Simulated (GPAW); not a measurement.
# TiB2 (P6/mmm) in GPAW: reference runs, part 2 of 3

GPAW 26.7.0. The steps go on from the part before.

## (4) Equation of state, PBEsol

The input, run.py:

```python
from ase import Atoms
from ase.eos import EquationOfState
from ase.io import Trajectory
from ase.units import GPa
from gpaw import GPAW, PW, setup_paths

setup_paths.insert(0, '.')

atoms = Atoms(['Ti', 'B', 'B'],
              cell=[[3.0292, 0.0, 0.0],
                    [-1.5146, 2.6233641531, 0.0],
                    [0.0, 0.0, 3.2284]],
              scaled_positions=[[0.0, 0.0, 0.0],
                                [0.6666666667, 0.3333333333, 0.5],
                                [0.3333333333, 0.6666666667, 0.5]],
              pbc=True)

traj = Trajectory('eos.traj', 'w')
volumes, energies = [], []
for x in [0.94, 0.96, 0.98, 1.0, 1.02, 1.04, 1.06]:
    a = atoms.copy()
    a.set_cell(atoms.cell * x**(1 / 3), scale_atoms=True)
    calc = GPAW(mode=PW(800),
                xc='PBEsol',
                kpts={'size': (10, 10, 8), 'gamma': True},
                occupations={'name': 'fermi-dirac', 'width': 0.05},
                nbands=20,
                convergence={'density': 1e-05, 'energy': 1e-05},
                maxiter=150,
                txt=f'eos-{x:.2f}.txt')
    a.calc = calc
    energies.append(a.get_potential_energy(force_consistent=True))
    volumes.append(a.get_volume())
    p = -a.get_stress()[:3].mean() / GPa
    calc.write(f'eos-{x:.2f}.gpw')
    traj.write(a)
    print(f'{x:.2f} {volumes[-1]:10.4f} A^3 {energies[-1]:14.6f} eV {p:9.3f} GPa', flush=True)

v0, e0, B = EquationOfState(volumes, energies, eos='birchmurnaghan').fit()
print(f'V0 = {v0:.4f} A^3, E0 = {e0:.6f} eV, B0 = {B / GPa:.2f} GPa')
```

Potentials or basis: PAW data sets generated in the run's folder for this functional, pw.

On the command line:

```sh
> gpaw-setup -f PBEsol B Ti
> OMP_NUM_THREADS=1 python run.py
```

What it wrote:

```text
__  _  _
 | _ |_)|_||  |
 |__||  | ||/\| - 26.7.0

Input parameters:
  mode=PW(ecut=800.0),
  convergence={'density': 1e-05, 'energy': 1e-05},
  kpts=MonkhorstPack(size=(10, 10, 8), gamma=True),
  maxiter=150,
  nbands=20,
  occupations=Occupations(name='fermi-dirac', width=0.05),
  xc=XC(name='PBEsol')

Diagonalizing LCAO Hamiltonian
Converting LCAO to pw mode

        B
           B

       Ti

Atoms  # Å, Bohr magnetons
|   | symbol |         x |        y |        z |    initial magnetic moments |
|---|--------|-----------|----------|----------|-----------------------------|
| 0 |     Ti |  0.000000 | 0.000000 | 0.000000 | ( 0.0000,  0.0000,  0.0000) |
| 1 |      B |  1.483681 | 0.856604 | 1.581248 | ( 0.0000,  0.0000,  0.0000) |
| 2 |      B | -0.000000 | 1.713207 | 1.581248 | ( 0.0000,  0.0000,  0.0000) |

Unit cell  # Å
| periodic |         x |        y |        z |  lengths |     angles |
|----------|-----------|----------|----------|----------|------------|
|      yes |  2.967362 | 0.000000 | 0.000000 | 2.967362 |  90.000000 |
|      yes | -1.483681 | 2.569811 | 0.000000 | 2.967362 |  90.000000 |
|      yes |  0.000000 | 0.000000 | 3.162496 | 3.162496 | 120.000000 |

Number of symmetries: 24
Symmetry operations  # r_c * U_cc + t_c -> r_c
|    | kind |            matrix            |
|----|------|------------------------------|
|  0 |  σ   |  1, 1, 0,  0,-1, 0,  0, 0, 1 |
|  1 |  C2  |  1, 1, 0,  0,-1, 0,  0, 0,-1 |
|  2 |  C6  |  1, 1, 0, -1, 0, 0,  0, 0, 1 |
|  3 |  S6  |  1, 1, 0, -1, 0, 0,  0, 0,-1 |
|  4 |  E   |  1, 0, 0,  0, 1, 0,  0, 0, 1 |
|  5 |  σ   |  1, 0, 0,  0, 1, 0,  0, 0,-1 |
|  6 |  σ   |  1, 0, 0, -1,-1, 0,  0, 0, 1 |
|  7 |  C2  |  1, 0, 0, -1,-1, 0,  0, 0,-1 |
|  8 |  σ   |  0, 1, 0,  1, 0, 0,  0, 0, 1 |
|  9 |  C2  |  0, 1, 0,  1, 0, 0,  0, 0,-1 |
| 10 |  C3  |  0, 1, 0, -1,-1, 0,  0, 0, 1 |
| 11 |  S3  |  0, 1, 0, -1,-1, 0,  0, 0,-1 |
| 12 |  C6  |  0,-1, 0,  1, 1, 0,  0, 0, 1 |
| 13 |  S6  |  0,-1, 0,  1, 1, 0,  0, 0,-1 |
| 14 |  σ   |  0,-1, 0, -1, 0, 0,  0, 0, 1 |
| 15 |  C2  |  0,-1, 0, -1, 0, 0,  0, 0,-1 |
| 16 |  σ   | -1, 0, 0,  1, 1, 0,  0, 0, 1 |
| 17 |  C2  | -1, 0, 0,  1, 1, 0,  0, 0,-1 |
| 18 |  C2  | -1, 0, 0,  0,-1, 0,  0, 0, 1 |
| 19 |  i   | -1, 0, 0,  0,-1, 0,  0, 0,-1 |
| 20 |  C3  | -1,-1, 0,  1, 0, 0,  0, 0, 1 |
| 21 |  S3  | -1,-1, 0,  1, 0, 0,  0, 0,-1 |
| 22 |  σ   | -1,-1, 0,  0, 1, 0,  0, 0, 1 |
| 23 |  C2  | -1,-1, 0,  0, 1, 0,  0, 0,-1 |

BZ-sampling:
  Number of BZ points: 800
  Number of IBZ points: 70

  Monkhorst-Pack size: [10, 10, 8]
  Monkhorst-Pack shift: [0.05, 0.05, 0.0625]

K-points  # in reciprocal-cell coordinates
|     |                                coordinates |     weight |
|-----|--------------------------------------------|------------|
|   0 | (  0.00000000,   0.00000000,   0.00000000) | 0.00125000 |
|   1 | (  0.00000000,   0.00000000,   0.12500000) | 0.00250000 |
|   2 | (  0.00000000,   0.00000000,   0.25000000) | 0.00250000 |
|   3 | (  0.00000000,   0.00000000,   0.37500000) | 0.00250000 |
|   4 | (  0.00000000,   0.00000000,   0.50000000) | 0.00125000 |
|   5 | (  0.10000000,   0.00000000,   0.00000000) | 0.00750000 |
|   6 | (  0.10000000,   0.00000000,   0.12500000) | 0.01500000 |
|   7 | (  0.10000000,   0.00000000,   0.25000000) | 0.01500000 |
|   8 | (  0.10000000,   0.00000000,   0.37500000) | 0.01500000 |
|   9 | (  0.10000000,   0.00000000,   0.50000000) | 0.00750000 |
| ... |                                            |            |
|  69 | (  0.50000000,   0.50000000,   0.50000000) | 0.00375000 |

Plane wave coefficients: 1253
Cutoff: 800.0 eV

Spin-components: 1 (collinear spins)
Bands:           20
Projectors:      16
Spin-degeneracy: 2
Datatype:        complex128

Parallelization:
  kpt:    1
  domain: 1
  band:   1

Density:
  Valence electrons: 18.0
  Components: 1
  Grid points: [20 20 21]
  Charge: 0.0  # |e|

Potential:
  Grid points: [20 20 21]

species:
  Ti:
    name:    Titanium
    Z:       22.0
    valence: 12
    core:    10
    charge:  0.0  # [|e|]
    compensation charges:
      type: gauss
      rc: 0.38  # [Å]
      lmax: 2
    cutoffs:
      filter: 2.23  # [Å]
      core: 1.02  # [Å]
    projectors
    | kind |    occ | energy [eV] | rcut [Å] |
    |------|--------|-------------|----------|
    |   3s |  2.000 |     -62.441 |    1.270 |
    |   4s |  2.000 |      -4.477 |    1.270 |
    |   3p |  6.000 |     -38.776 |    1.058 |
    |   4p |  0.000 |      -1.449 |    1.058 |
    |   3d |  2.000 |      -4.275 |    1.058 |
    |    d |        |      22.937 |    1.058 |

    Using partial waves for Ti as LCAO basis

  B:
    name:    Boron
    Z:       5.0
    valence: 3
    core:    2
    charge:  0.0  # [|e|]
    compensation charges:
      type: gauss
      rc: 0.20  # [Å]
      lmax: 2
    cutoffs:
      filter: 1.14  # [Å]
      core: 1.42  # [Å]
    projectors
    | kind |    occ | energy [eV] | rcut [Å] |
    |------|--------|-------------|----------|
    |   2s |  2.000 |      -9.361 |    0.635 |
    |   2p |  1.000 |      -3.555 |    0.635 |
    |    s |        |      17.850 |    0.635 |
    |    p |        |      23.657 |    0.635 |
    |    d |        |       0.000 |    0.635 |

    Using partial waves for B as LCAO basis

Reference energy: -24529.462339  # eV

eigensolver:
  PPCG
  Converge bands: occupied
  niter=2

density mixing:
  MSR1-Mixer
  Pratt-step length: 0.05
  Maximum mixing coefficient: 0.75
  Old densities: 10
  SVD Regularization: 0.005
  Good broyden scale: 1.0
  Trust region scale: 1.0
  Backstep threshold: 4.0
  History deletion threshold: 6.0
  Fourier metric: weight=20.0, sigma=0.015

occupation numbers:
  Fermi-Dirac:
    width: 0.0500  # eV

poisson solver:
  ecut: 6400.0  # eV

xc functional:
  name: PBEsol with 2 nearest neighbor stencil

convergence criteria:
[... 6 lines left out ...]
|iter     | |      energy | eigst |  dens |
|---------|-|-------------|-------|-------|
|iter:   1| |  -26.573608 | +0.25 |       |
|iter:   2| |  -25.998776 | -2.37 | -0.92 |
|iter:   3| |  -24.707607 | -1.18 | -0.99 |
|iter:   4| |  -24.687037 | -2.53 | -1.72 |
|iter:   5| |  -24.695604 | -3.19 | -2.04 |
|iter:   6| |  -24.695722 | -4.05 | -2.57 |
|iter:   7| |  -24.695721c| -5.42 | -3.19 |
|iter:   8| |  -24.695722c| -7.33 | -4.19 |
|iter:   9| |  -24.695722c| -8.43c| -4.71 |
|iter:  10| |  -24.695722c| -8.52c| -5.37c|

Converged in 10 steps
Energy contributions relative to reference atoms: (reference = -24529.462339)

Energy contributions:
  Kinetic:          29.083528
  Coulomb:         -25.092468
  Zero:              0.046939
  External:          0.000000
  Xc:              -28.730664
  Entropy:          -0.006113
  Spinorbit:         0.000000
  ----------------------------
  Free energy:     -24.698779
  Extrapolated:    -24.695722

dipole moment: (-4.733289, -8.198297, -10.089100)  # |e|*Ang

Fermi level: 12.097
Eigenvalues  # (at kpt = [0.000, 0.000, 0.000])
| band index |      eig [eV] | occ [0-2] |
|------------|---------------|-----------|
|          0 |       -44.349 |     2.000 |
|          1 |       -20.842 |     2.000 |
|          2 |       -20.482 |     2.000 |
|          3 |       -20.482 |     2.000 |
|          4 |        -1.638 |     2.000 |
|          5 |         9.433 |     2.000 |
[... 9 lines left out ...]
|         15 |        19.668 |     0.000 |
|         16 |        22.081 |     0.000 |
|        ... |               |           |
|         19 |        37.449 |     0.000 |

No gap
No difference between direct/indirect transitions

Stress tensor  # eV/Ang^3
|         x |         y |         z |
|-----------|-----------|-----------|
| -0.091855 |  0.000000 |  0.000000 |
|  0.000000 | -0.091855 |  0.000000 |
|  0.000000 |  0.000000 | -0.058021 |

# Writing to eos-0.94.gpw (mode='')
```

Wall time 5.2 min (1 thread of Intel Xeon Platinum 8259CL at 2.50GHz (Skylake/Cascade Lake), shared host); peak memory 0.29 GiB.

What came out:

| Quantity | Value |
| --- | --- |
| Equilibrium volume | 8.42 Å³/atom |
| Bulk modulus at fixed shape and positions | 266 GPa |
| Pressure derivative of the bulk modulus | 3.9 |

Energy against volume, from the lowest point:
```
volume (Å³/atom)  energy (meV/atom)
           8.039              15.24
           8.210               4.36
           8.381               0.00
           8.552               1.58
           8.723               8.48
           8.894              20.25
           9.065              36.42
```

Caveat: the cell was scaled at fixed shape and fractional positions, which overstates the stiffness of a crystal with free parameters, most of all of layers and chains.

## (5) Single point, PBEsol

The input, run.py:

```python
from ase import Atoms
from ase.dft.bandgap import bandgap
from ase.io import write
from ase.units import Bohr, GPa
from gpaw import GPAW, PW, setup_paths
from gpaw.elf import elf_from_dft_calculation

setup_paths.insert(0, '.')

atoms = Atoms(['Ti', 'B', 'B'],
              cell=[[3.0292, 0.0, 0.0],
                    [-1.5146, 2.6233641531, 0.0],
                    [0.0, 0.0, 3.2284]],
              scaled_positions=[[0.0, 0.0, 0.0],
                                [0.6666666667, 0.3333333333, 0.5],
                                [0.3333333333, 0.6666666667, 0.5]],
              pbc=True)

calc = GPAW(mode=PW(800),
            xc='PBEsol',
            kpts={'size': (10, 10, 8), 'gamma': True},
            occupations={'name': 'fermi-dirac', 'width': 0.05},
            nbands=20,
            convergence={'density': 1e-05, 'energy': 1e-05},
            maxiter=150,
            txt='gpaw.txt')
atoms.calc = calc
energy = atoms.get_potential_energy()
forces = atoms.get_forces()
stress = atoms.get_stress()
calc.write('gs.gpw')
write('result.traj', atoms)
print(f'Energy: {energy:.6f} eV')
print('Forces (eV/A):')
print(forces.round(4))
print('Stress (GPa):', (stress / GPa).round(3))
print('Fermi level:', round(calc.get_fermi_level(), 4), 'eV')
print(f'Gap: {bandgap(calc)[0]:.4f} eV, direct: {bandgap(calc, direct=True)[0]:.4f} eV')

# fields on the real-space grid
write('density.cube', atoms, data=calc.get_pseudo_density() * Bohr**3)
write('potential.cube', atoms, data=calc.get_electrostatic_potential())
write('elf.cube', atoms, data=elf_from_dft_calculation(calc).data)
```

On the command line:

```sh
> gpaw-setup -f PBEsol B Ti
> OMP_NUM_THREADS=1 python run.py
```

Wall time 69 s (1 thread of Intel Xeon at 2.50GHz (Skylake/Cascade Lake), shared host); peak memory 0.19 GiB.

Results (log left out):

```yaml
Free_energy: -24.7398 eV
Pressure: -4.6 GPa
Band_gap_on_the_k_mesh: none (metal or under the smearing width)
```

Stress tensor (GPa, compression positive):
```
-3.99  0.00  0.00
 0.00 -3.99  0.00
 0.00  0.00 -5.73
```

Levels at points of the mesh, in eV from the Fermi level:
| k point | band 6 | band 7 | band 8 | band 9 | band 10 | band 11 | band 12 | band 13 |
| --- | --- | --- | --- | --- | --- | --- | --- | --- |
| (0.00, 0.00, 0.00) | -2.53 | -2.53 | -2.25 | -2.08 | 1.97 | 1.97 | 3.75 | 3.75 |
| (0.00, 0.00, 0.50) | -7.55 | -0.47 | -0.47 | -0.12 | -0.12 | 0.50 | 0.50 | 1.71 |
| (0.50, 0.50, 0.00) | -9.12 | -3.19 | -3.16 | -2.22 | 1.41 | 2.83 | 3.31 | 3.44 |
| (0.50, 0.50, 0.50) | -7.46 | -4.57 | -3.77 | -3.08 | 2.56 | 3.01 | 4.58 | 4.69 |

[end of part 2 of 3]
